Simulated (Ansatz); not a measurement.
**Free carriers and the phonons of AlAs (F-43m)**

Aim: how far do free carriers move the optical modes of AlAs (F-43m)?

Main program and level: Ansatz 0.2.0; DFT LDA, scalar-relativistic, plane waves, PAW; PAW set soft_1.

## Step 1: Starting point

It takes space group F-43m (No. 216, cubic). Conventional cell: a = 5.661 Å, b = 5.661 Å, c = 5.661 Å, α = 90.00°, β = 90.00°, γ = 90.00°. Nearest to Al lie 4 As at 2.45 Å. Nearest to As lie 4 Al at 2.45 Å. Farther neighbours are not listed.

Structure file:

```cif
data_structure
_symmetry_space_group_name_H-M 'F-43m'
_symmetry_Int_Tables_number 216
_cell_length_a 5.6608
_cell_length_b 5.6608
_cell_length_c 5.6608
_cell_angle_alpha 90.000
_cell_angle_beta 90.000
_cell_angle_gamma 90.000
_cell_volume 181.40
loop_
_atom_site_label
_atom_site_type_symbol
_atom_site_symmetry_multiplicity
_atom_site_Wyckoff_symbol
_atom_site_fract_x
_atom_site_fract_y
_atom_site_fract_z
_atom_site_occupancy
Al1 Al 4 a 0.00000 0.00000 0.00000 1
As1 As 4 c 0.25000 0.25000 0.25000 1
```

## Step 2: Bringing the structure to rest

Harmonic phonons are second derivatives at a point where the forces vanish, and they are wanted at zero stress, so atoms and cell are relaxed first.

input.yaml

```yaml
crystal:
  lattice:
    - [0.0, 2.8304, 2.8304]
    - [2.8304, 0.0, 2.8304]
    - [2.8304, 2.8304, 0.0]
  atoms:
    - { symbol: Al, position: [0.0, 0.0, 0.0] }
    - { symbol: As, position: [0.75, 0.75, 0.75] }
kpoints:
  mp_grid: { grid: [8, 8, 8] }
hamiltonian:
  xc: lda
  pseudopotentials: { kind: paw, azcp: { folder: soft_1 }, xc_functional: pbe }
scf:
  occupations: { method: gaussian, width: 0.02 }
output:
  forces: true
  stress: true
  eigenvalues: true
  write_density: true
  write_potential: true
  elf: true
  volumetric_format: npy
relax:
  adjacent_minimum: "off"
  f_tol: 0.005
  max_steps: 80
  cell: { stress_tol: 0.05 }
```

Started as:

```sh
ansatz run input.yaml --threads 8 --pin off --max-ram 16384MiB --backend cpu --events-out ev --progress --plain --runs-dir out
```

Numbers of over 12 decimals in the logs are rounded to 6 here.

The program printed:

```text
Engine: ansatz 0.2.0, aarch64-unknown-linux-gnu
Pseudopotentials: kind: paw
Pseudopotential: Al, paw, valence charge 3, recommended cutoff 420 eV (normal), soft_1/Al.paw.azcp
Pseudopotential: As, paw, valence charge 15, recommended cutoff 420 eV (normal), soft_1/As.paw.azcp
Functional definition: SPW92
  exchange = slater_x
  correlation = pw_c
Crystal: 2 atoms, lattice volume = 45.350 Å³
Basis set: ecut = 420 eV, 893 PW (Γ)
Bands: 13, of which v1, the nominal top of the filled ones, is band 9 counted from 1 (8 counted from 0)
Symmetry: 24 space group operations
Space group: F-43m (ITA 216), of the structure as read, at distance tolerance 3.6e-5 Å
k-points: 29 of 512 (time reversal used)
Non-local potential: Al, projectors of the file, l = 0: 2, l = 1: 2, l = 2: 1
Non-local potential: As, projectors of the file, l = 0: 2, l = 1: 2, l = 2: 3, l = 3: 1
PAW form: soft (Blöchl's): semilocal exchange-correlation on the pseudo side does not see the compensation charge
PAW frozen core: Al, regenerated for the run's functional, and the local potential with it (the file was generated under x = pbe(κ = 0.804, μ = 0.219515), c = pbe(β = 0.066725))
PAW frozen core: As, regenerated for the run's functional, and the local potential with it (the file was generated under x = pbe(κ = 0.804, μ = 0.219515), c = pbe(β = 0.066725))
PAW one-centre angular grid: Al, 110 points (default); XC on 64 Gauss nodes
PAW one-centre angular grid: As, 590 points (default); XC on 64 Gauss nodes
Initial density: superposition of atomic densities (chi_scale 0.1, normalization cell, long waves kept (reshape's long-wave potential 0.00 eV rms))
Initial wavefunctions: pseudopotential atomic-orbital guess
Functional: x = slater, c = lda
SCF iter   1: F=—  HF=-5287.747978 eV  |F-HF|=—  |Δ(HF+E_count)|=         —  Δρ=3.72e-2  dr2=7.57e-1  ethr=3.10e-3  ⟨swp⟩=5.8  Hψ=2323  notcnv=0
preconditioner: auto → none  [insulator: Δε(μ)=1.907 eV  Ē_g=10.126 eV  σ=0.020 eV  W_gap=1.00  n_scr=14 (ndim 8)  ℏωp=15.6 eV  f_vac=0.000  D(μ)=0.00/eV (n_scr^D=0)  ε∞_Penn≈3.4]
SCF iter   2: F=—  HF=-5287.519507 eV  |F-HF|=—  |Δ(HF+E_count)|=   2.28e-1  Δρ=1.57e-2  dr2=8.33e-2  ethr=3.10e-3  ⟨swp⟩=2.1  Hψ=759  notcnv=0
SCF iter   3: F=—  HF=-5287.494717 eV  |F-HF|=—  |Δ(HF+E_count)|=   2.48e-2  Δρ=4.28e-3  dr2=8.68e-3  ethr=4.63e-4  ⟨swp⟩=2.7  Hψ=737  notcnv=0
SCF iter   4: F=—  HF=-5287.491156 eV  |F-HF|=—  |Δ(HF+E_count)|=   3.56e-3  Δρ=8.94e-4  dr2=2.05e-4  ethr=4.82e-5  ⟨swp⟩=2.1  Hψ=751  notcnv=0
SCF iter   5: F=—  HF=-5287.491113 eV  |F-HF|=—  |Δ(HF+E_count)|=   4.39e-5  Δρ=1.74e-4  dr2=5.22e-6  ethr=1.14e-6  ⟨swp⟩=2.5  Hψ=525  notcnv=0
SCF iter   6: F=—  HF=-5287.491113 eV  |F-HF|=—  |Δ(HF+E_count)|=   4.82e-7  Δρ=2.08e-5  dr2=6.99e-8  ethr=5.56e-10  ⟨swp⟩=6.5  Hψ=2212  notcnv=0
SCF iter   7: F=-5287.491113 eV  HF=-5287.491113 eV  |F-HF|=4.98e-10  |Δ(HF+E_count)|=   2.14e-8  Δρ=9.28e-7  dr2=2.87e-10  ethr=3.89e-10  ⟨swp⟩=8.3  Hψ=2600  notcnv=0
SCF 1 converged in 7 iterations: F = -5287.491113 eV  dr2 = 2.87e-10
  greatest PAW one-centre occupation: 0.999 electrons in one spin orbital (limit 2), on the As atom at site 1 (counted from 0), in its partial waves of l = 2
relax step   1: F+E_penalty+E_count = -5287.49111308 eV  Δ(F+E_penalty+E_count) = +0.000e0 eV  max|allowed force component| = 9.570e-17 eV/Å  Δτ_max = 0.0000 Å  P = -1.235 GPa  Ω = 45.350 Å³  (7 SCF iters, dr2 threshold 1.00e-7 eV, accepted)
Crystal: 2 atoms, lattice volume = 44.688 Å³
Initial density: handed on by an earlier stage of this run
Initial wavefunctions: those handed on with the density
iter 1 solved again at ethr=2.16e-6 eV; its pass at ethr=3.10e-3 eV (dr2=3.89e-4 eV) is discarded
SCF iter   1: F=—  HF=-5287.494263 eV  |F-HF|=—  |Δ(HF+E_count)|=         —  Δρ=7.22e-4  dr2=3.60e-4  ethr=2.16e-6  ⟨swp⟩=2.0  Hψ=2613  notcnv=0
preconditioner: auto → none  [insulator: Δε(μ)=1.339 eV  Ē_g=9.945 eV  σ=0.020 eV  W_gap=1.00  n_scr=14 (ndim 8)  ℏωp=15.7 eV  f_vac=0.001  D(μ)=0.00/eV (n_scr^D=0)  ε∞_Penn≈3.5]
SCF iter   2: F=—  HF=-5287.494134 eV  |F-HF|=—  |Δ(HF+E_count)|=   1.29e-4  Δρ=2.80e-4  dr2=3.77e-5  ethr=2.00e-6  ⟨swp⟩=2.2  Hψ=466  notcnv=0
SCF iter   3: F=—  HF=-5287.494120 eV  |F-HF|=—  |Δ(HF+E_count)|=   1.47e-5  Δρ=6.77e-5  dr2=3.29e-6  ethr=2.10e-7  ⟨swp⟩=2.4  Hψ=633  notcnv=0
SCF iter   4: F=-5287.494118 eV  HF=-5287.494118 eV  |F-HF|=3.56e-8  |Δ(HF+E_count)|=   1.78e-6  Δρ=2.07e-5  dr2=1.17e-7  ethr=1.11e-9  ⟨swp⟩=7.0  Hψ=2385  notcnv=0
SCF 2 converged in 4 iterations: F = -5287.494118 eV  dr2 = 1.17e-7
relax step   2: F+E_penalty+E_count = -5287.49411789 eV  Δ(F+E_penalty+E_count) = -3.005e-3 eV  max|allowed force component| = 3.310e-17 eV/Å  Δτ_max = 0.0000 Å  P = -0.166 GPa  Ω = 44.688 Å³  energy of the carried Pulay correction = +8.259e-5 eV  (4 SCF iters, dr2 threshold 2.00e-7 eV, accepted)
Crystal: 2 atoms, lattice volume = 44.587 Å³
iter 1 solved again at ethr=5.23e-8 eV; its pass at ethr=3.10e-3 eV (dr2=9.42e-6 eV) is discarded
SCF iter   1: F=—  HF=-5287.494185 eV  |F-HF|=—  |Δ(HF+E_count)|=         —  Δρ=1.16e-4  dr2=8.81e-6  ethr=5.23e-8  ⟨swp⟩=2.1  Hψ=2532  notcnv=0
preconditioner: auto → none  [insulator: Δε(μ)=1.325 eV  Ē_g=9.953 eV  σ=0.020 eV  W_gap=1.00  n_scr=14 (ndim 8)  ℏωp=15.7 eV  f_vac=0.001  D(μ)=0.00/eV (n_scr^D=0)  ε∞_Penn≈3.5]
SCF iter   2: F=—  HF=-5287.494182 eV  |F-HF|=—  |Δ(HF+E_count)|=   3.00e-6  Δρ=4.91e-5  dr2=1.06e-6  ethr=4.90e-8  ⟨swp⟩=2.5  Hψ=478  notcnv=0
SCF iter   3: F=—  HF=-5287.494182 eV  |F-HF|=—  |Δ(HF+E_count)|=   3.78e-7  Δρ=1.20e-5  dr2=1.03e-7  ethr=5.90e-9  ⟨swp⟩=2.3  Hψ=623  notcnv=0
SCF iter   4: F=-5287.494182 eV  HF=-5287.494182 eV  |F-HF|=5.53e-10  |Δ(HF+E_count)|=   5.57e-8  Δρ=3.52e-6  dr2=3.12e-9  ethr=3.82e-10  ⟨swp⟩=7.7  Hψ=2109  notcnv=0
SCF 3 converged in 4 iterations: F = -5287.494182 eV  dr2 = 3.12e-9
relax step   3: F+E_penalty+E_count = -5287.49418157 eV  Δ(F+E_penalty+E_count) = -6.368e-5 eV  max|allowed force component| = 3.900e-17 eV/Å  Δτ_max = 0.0000 Å  P = +0.005 GPa  Ω = 44.587 Å³  energy of the carried Pulay correction = +9.530e-5 eV  (4 SCF iters, dr2 threshold 6.88e-8 eV, accepted)
Initial wavefunctions: pseudopotential atomic-orbital guess (no wavefunctions were taken with the density)
iter 1 solved again at ethr=1.41e-7 eV; its pass at ethr=3.10e-3 eV (dr2=2.54e-5 eV) is discarded
SCF iter   1: F=—  HF=-5287.494093 eV  |F-HF|=—  |Δ(HF+E_count)|=         —  Δρ=1.09e-5  dr2=1.49e-8  ethr=1.41e-7  ⟨swp⟩=2.9  Hψ=3340  notcnv=0
preconditioner: auto → none  [insulator: Δε(μ)=1.324 eV  Ē_g=9.952 eV  σ=0.020 eV  W_gap=1.00  n_scr=14 (ndim 8)  ℏωp=15.7 eV  f_vac=0.001  D(μ)=0.00/eV (n_scr^D=0)  ε∞_Penn≈3.5]
SCF iter   2: F=—  HF=-5287.494093 eV  |F-HF|=—  |Δ(HF+E_count)|=   4.37e-9  Δρ=5.80e-6  dr2=5.09e-9  ethr=8.30e-11  ⟨swp⟩=2.2  Hψ=633  notcnv=0
SCF iter   3: F=—  HF=-5287.494093 eV  |F-HF|=—  |Δ(HF+E_count)|=   1.41e-9  Δρ=1.49e-6  dr2=5.74e-10  ethr=2.83e-11  ⟨swp⟩=2.0  Hψ=492  notcnv=0
SCF iter   4: F=-5287.494093 eV  HF=-5287.494093 eV  |F-HF|=1.46e-11  |Δ(HF+E_count)|=  9.91e-11  Δρ=3.94e-7  dr2=1.43e-11  ethr=1.00e-12  ⟨swp⟩=4.2  Hψ=1775  notcnv=0
SCF 4 converged in 4 iterations: F = -5287.494093 eV  dr2 = 1.43e-11
relax step   4: F+E_penalty+E_count = -5287.49409272 eV  Δ(F+E_penalty+E_count) = +8.886e-5 eV  max|allowed force component| = 4.886e-17 eV/Å  Δτ_max = 0.0000 Å  P = +0.002 GPa  Ω = 44.587 Å³  stress off target by 1.91e-3 GPa  SCF on the basis re-selected at this cell (its energy is not comparable with the rows above)  (4 SCF iters)
basis re-selected at this cell: Δ(F+E_penalty+E_count) = +8.886e-5 eV, ΔP = -0.003 GPa vs the last step (what re-selecting the basis moved, of the pressure what is left beyond the Pulay correction that the steps carried, after the strain that the cell walked since its last selection, with what the two solves' SCF thresholds leave and, on support functions, any second-order correction that the steps lacked; it is no m [...]
SCF converged after 4 iterations
Free energy (F): -5287.494093 eV
Harris-Foulkes:  -5287.494093 eV  (|F-HF|=1.46e-11)
Internal energy: -5287.494093 eV  (E = F + TS)
E sigma→0 (E₀):  -5287.494093 eV
Fermi energy:    6.707099 eV
--- Per-component energies (eV) ---
  E_band       = -274.265820
  E_kinetic    = 121.813557
  E_local      = -2373.729172  (includes V_loc(G=0)·N_el)
  E_nonlocal   = -378.880893
  E_hartree    = 1291.380278
  E_xc         = -107.992280
  E_vxc        = -103.983246  (∫ρ·V_xc dr)
  E_paw        = -2377.620210  (= ΣΔE_a)
  E_vpaw       = -122.246685  (= ΣTr[D̂ρ^β])
  E_aug_tail   = -0.000017  (compensation charges beyond the density's cutoff)
  E_ewald      = -1464.596301
  E_core_change = 2.130946  (= ΣΔE_core)
  E_smearing   = -0.000000  (= −TS)
  E_closure    = 0.000000  (closes the sum)
  Σ components = -5287.494093   (vs F -5287.494093, Δ=0.00e0)
--- Forces (eV/Å), atoms counted from 1 ---
  atom   1  Al    -0.00000000     0.00000000     0.00000000
  atom   2  As     0.00000000     0.00000000    -0.00000000
  max |Σ_I F_I| component: 9.66e-17 eV/Å
--- Stress (GPa, compression-positive) ---
        0.001913       0.000000       0.000000
        0.000000       0.001913       0.000000
        0.000000       0.000000       0.001913
  P = ⅓ Tr σ = 0.0019 GPa (0.019 kbar)
--- Band table (eV; the first three rows and the last of 29) ---
  k-point 0: bands = [... 5 lower, -5.9580, 6.0452, 6.0452, 6.0452, 8.0291, 10.3419, 10.3419, 10.3419]
  k-point 1: bands = [... 5 lower, -5.8029, 4.5865, 5.8826, 5.8826, 8.7979, 10.6260, 10.6260, 10.7304]
  k-point 2: bands = [... 5 lower, -5.3724, 2.6026, 5.5623, 5.5623, 8.6131, 10.9623, 10.9623, 12.4703]
  k-point 28: bands = [... 5 lower, -3.9273, 0.9120, 2.7924, 3.1611, 10.3065, 11.7059, 11.7313, 12.0531]
--- Relaxed structure (3 steps of the walk, 3 accepted, 1 SCFs on fresh bases) ---
  F+E_penalty+E_count = -5287.49409272 eV   max|allowed force component| = 4.886e-17 eV/Å   (the final SCF, on the basis selected at the relaxed cell)
  cell:  # Å, volume = 44.5866 Å³
    - [0, 2.814437, 2.814437]
    - [2.814437, 0, 2.814437]
    - [2.814437, 2.814437, 0]
  atoms:
    - { symbol: Al, position: [0, 0, 0] }
    - { symbol: As, position: [0.750000, 0.750000, 0.750000] }
```

The job ended after 1.9 s (8 threads of Arm Neoverse V2, shared host; peak memory 0.35 GiB).

Relaxation path:

```tsv
step	energy less that of the first step (eV)	largest force component (eV/Å)	pressure (GPa)	volume (Å³)
1	0.0000	0.0000	-1.23	45.35
2	-0.0030	0.0000	-0.17	44.69
3	-0.0031	0.0000	0.00	44.59
4*	-0.0030	0.0000	0.00	44.59
```

Relaxation steps marked * repeat the geometry before them on a plane-wave basis chosen anew for their cell, so energy and pressure can jump there.

Forces are held to the 24 operations that the run works with; a distortion that breaks them can't arise in this run.

```tsv
conventional cell, symmetrised	before	after	change
a (Å)	5.661	5.629	-0.6 %
b (Å)	5.661	5.629	-0.6 %
c (Å)	5.661	5.629	-0.6 %
volume (Å³/atom)	22.67	22.29	-1.7 %
```

Final coordinates:

```cif
data_structure
_symmetry_space_group_name_H-M 'P 1'
_symmetry_Int_Tables_number 1
_cell_length_a 3.9802
_cell_length_b 3.9802
_cell_length_c 3.9802
_cell_angle_alpha 60.000
_cell_angle_beta 60.000
_cell_angle_gamma 60.000
_cell_volume 44.59
loop_
_atom_site_label
_atom_site_type_symbol
_atom_site_fract_x
_atom_site_fract_y
_atom_site_fract_z
_atom_site_occupancy
Al1 Al 0.00000 0.00000 0.00000 1
As2 As 0.75000 0.75000 0.75000 1
```

This step gave:

```
pressure          : 0.001913 GPa
gap on the k-mesh : 1.324 eV
volume per atom   : 22.29 Å³
```

Electrostatic potential energy in the ac plane of a cell with a along [110], b along [-110] and c along [001] of the cube at fractional y = 0.000, with atoms of Al and As within 0.2 Å of it. With pseudopotentials it is smooth inside the atoms' cores, unlike the true potential.

Values in eV, 8 rows by 16 columns, each cell a mean:
```
 0 -7  5  9  9  7 -4 -4  0 -7  5  9  9  7 -4 -4
 2  6  9 10 10  9  7  3  2  6  9 10 10  9  7  3
10 10 10 10 10 10 10 10 10 10 10 10 10 10 10 10
11 11 10  9  9 10 10 11 11 11 10  9  9 10 10 11
11 10  6 -2 -3  3  9 10 11 10  6 -2 -3  3  9 10
 9  7 -7  8 14 -7  4  9  9  7 -7  8 14 -7  4  9
-2  2 -5  2  6 -7  2 -1 -2  2 -5  2  6 -7  2 -1
 7 -8  3  2  1  4 -6  1  7 -8  3  2  1  4 -6  1
```
Columns run along a (8.0 Å; values clipped at the 3rd and 97th percentile), rows up along c (5.6 Å), edges of the conventional cell, whose origin can differ from the input's. Atoms in or near the plane, at fractional coordinates: Al at (0.50, 0.00), Al at (0.00, 0.00), As at (0.75, 0.25), As at (0.25, 0.25).

ELF in the ac plane of a cell with a along [110], b along [-110] and c along [001] of the cube at fractional y = 0.000, with atoms of Al and As within 0.2 Å of it. It is the smooth field of the valence electrons, not physical close to the nuclei.

Ten even steps from '_' (0.02) to '@' (0.89), each cell a mean:
```
____--====----====..______--====----====..__
::::::::........::::::::::::::........::::::
==--::..________..--====--::..________..--==
--::..__________..::::--::..__________..::::
....________________......________________..
____________________________________________
______..::----..____________..::----..______
____..--++****==::________..--++****==::____
__..--**######**==::____..--**######**==::__
__::++**++==++****==..__::++**++==++****==..
::==##**--....++##**--::==##**--....++##**--
==##%%##--__..**%%%%++==##%%##--__..**%%%%++
==%%@@@@**==++%%@@@@++==%%@@@@**==++%%@@@@++
..**@@@@%%####@@@@%%::..**@@@@%%####@@@@%%::
--..##%%######%%%%==..--..##%%######%%%%==..
```
Columns run along a (8.0 Å), rows up along c (5.6 Å), edges of the conventional cell, whose origin can differ from the input's. Atoms in or near the plane, at fractional coordinates: Al at (0.50, 0.00), Al at (0.00, 0.00), As at (0.75, 0.25), As at (0.25, 0.25).

Valence density in the ac plane of a cell with a along [110], b along [-110] and c along [001] of the cube at fractional y = 0.000, with atoms of Al and As within 0.2 Å of it. It is the smooth field of the valence electrons, not physical close to the nuclei.

Ten steps, logarithmic in the rise over the least value, from '_' (0 e/Å³) to '@' (29 e/Å³), each cell a mean:
```
____________________________________________
____________________________________________
____________________________________________
____________________________________________
____________________________________________
____________________________________________
____________________________________________
__________....__________________....________
______....::::..____________....::::..______
____....--++++::..________....--++++::..____
____..::##@@%%==....______..::##@@%%==....__
__....--##@@%%==::..____....--##@@%%==::..__
__....::==**++--::....__....::==**++--::....
__......::::::::....____......::::::::....__
____..............________..............____
```
Columns run along a (8.0 Å), rows up along c (5.6 Å), edges of the conventional cell, whose origin can differ from the input's. Atoms in or near the plane, at fractional coordinates: Al at (0.50, 0.00), Al at (0.00, 0.00), As at (0.75, 0.25), As at (0.25, 0.25).

In this step the volume went from 22.67 to 22.29 Å³/atom.

## Step 3: Tight relaxation

Phonons need small forces and stress, so the relaxation is finished with tight tolerances on 8×8×8 k points.

input.yaml, the sections that differ from step 2:

```yaml
crystal:
  lattice:
    - [0.0, 2.8144367009, 2.8144367009]
    - [2.8144367009, 0.0, 2.8144367009]
    - [2.8144367009, 2.8144367009, 0.0]
  atoms:
    - { symbol: Al, position: [0.0, 0.0, 0.0] }
    - { symbol: As, position: [0.75, 0.75, 0.75] }
scf:
  occupations: { method: fixed }
output:
  forces: true
  stress: true
  eigenvalues: true
relax:
  adjacent_minimum: "off"
  f_tol: 0.001
  max_steps: 60
  cell: { stress_tol: 0.01 }
# kpoints, hamiltonian: as in step 2
```

The program printed:

```text
[...]
Crystal: 2 atoms, lattice volume = 44.587 Å³
Basis set: ecut = 420 eV, 893 PW (Γ)
Bands: 13, of which v1, the nominal top of the filled ones, is band 9 counted from 1 (8 counted from 0)
Symmetry: 24 space group operations
[...]
k-points: 29 of 512 (time reversal used)
[...]
k-point 28: bands = [... 5 lower, -3.9273, 0.9120, 2.7924, 3.1611, 10.3065, 11.7059, 11.7313, 12.0531]
--- Relaxed structure (1 steps of the walk, 1 accepted, 1 SCFs on fresh bases) ---
[...]
cell:  # Å, volume = 44.5866 Å³
    - [0.0, 2.8144367009, 2.8144367009]
    - [2.8144367009, 0.0, 2.8144367009]
    - [2.8144367009, 2.8144367009, 0.0]
  atoms:
    - { symbol: Al, position: [0.0, 0.0, 0.0] }
    - { symbol: As, position: [0.75, 0.75, 0.75] }
[key lines of the parts left out:]
SCF converged after 5 iterations
Free energy (F): -5287.494093 eV
Fermi energy:    6.045210 eV
P = ⅓ Tr σ = 0.0019 GPa (0.019 kbar)
```

The job ended after 1.1 s (8 threads; peak memory 0.34 GiB).

Little changed from the start: no atom moved by 0.005 Å and no cell edge by 0.1 %.

Numbers from this step:

* pressure: 0.001916 GPa

The forces vanish by symmetry and the pressure is 0.002 GPa, within the tolerances set. The cell now holds 22.29 Å³/atom.

## Step 4: Ground state of a member: no carriers

The cell of the neutral crystal is kept with no carriers. The bands are sampled on 36×36×36 points with Fermi-Dirac filling of 0.03 eV.

input.yaml, the sections that differ from step 3:

```yaml
kpoints:
  mp_grid: { grid: [36, 36, 36] }
scf:
  occupations: { method: fermi_dirac, width: 0.03 }
# crystal, hamiltonian, output: as in step 3
# relax: removed
```

The program printed:

```text
[...]
Crystal: 2 atoms, lattice volume = 44.587 Å³
Basis set: ecut = 420 eV, 893 PW (Γ)
Bands: 13, of which v1, the nominal top of the filled ones, is band 9 counted from 1 (8 counted from 0)
Symmetry: 24 space group operations
[...]
k-points: 1240 of 46656 (time reversal used)
[...]
SCF iter   1: F=—  HF=-5287.760080 eV  |F-HF|=—  |Δ(HF+E_count)|=         —  Δρ=3.79e-2  dr2=7.68e-1  ethr=3.10e-3  ⟨swp⟩=6.0  Hψ=101246  notcnv=0
[...]
SCF iter   7: F=-5287.495944 eV  HF=-5287.495944 eV  |F-HF|=3.71e-10  |Δ(HF+E_count)|=   1.71e-8  Δρ=7.84e-7  dr2=1.88e-10  ethr=3.96e-10  ⟨swp⟩=5.0  Hψ=75133  notcnv=0
SCF 1 converged in 7 iterations: F = -5287.495944 eV  dr2 = 1.88e-10
[...]
SCF converged after 7 iterations
Free energy (F): -5287.495944 eV
[...]
Internal energy: -5287.495944 eV  (E = F + TS)
E sigma→0 (E₀):  -5287.495944 eV
Fermi energy:    6.728831 eV
[...]
--- Stress (GPa, compression-positive) ---
        0.004702      -0.000000      -0.000000
       -0.000000       0.004702       0.000000
       -0.000000       0.000000       0.004702
  P = ⅓ Tr σ = 0.0047 GPa (0.047 kbar)
--- Band table (eV; the first three rows and the last of 1240) ---
  k-point 0: bands = [... 5 lower, -5.9591, 6.0439, 6.0439, 6.0439, 8.0283, 10.3417, 10.3417, 10.3417]
  k-point 1: bands = [... 5 lower, -5.9514, 5.9268, 6.0349, 6.0349, 8.1215, 10.3470, 10.3581, 10.3581]
  k-point 2: bands = [... 5 lower, -5.9281, 5.6308, 6.0085, 6.0085, 8.3385, 10.3730, 10.4058, 10.4058]
  k-point 1239: bands = [... 5 lower, -3.9289, 0.9115, 2.7916, 3.1604, 10.3060, 11.7052, 11.7311, 12.0527]
```

Run time: 12 s. Hardware: 8 threads; peak memory 1.1 GiB; 75 s of CPU time.

The column dr2 measures how far the density is from self-consistency, as an energy; F and HF (Harris–Foulkes) agree once it is small.

The forces vanish by symmetry.

(Continued in part 2 of 2.)

[Logs are printed without paths, hosts, clocks, repeated set-up lines and the standing remarks that a program may print on its own settings, such as how far it seeks lower states.]

[Hosts, paths, dates, database ids (printed as entryN), source tags and the programs' standing remarks are cut or masked in the printed files.]
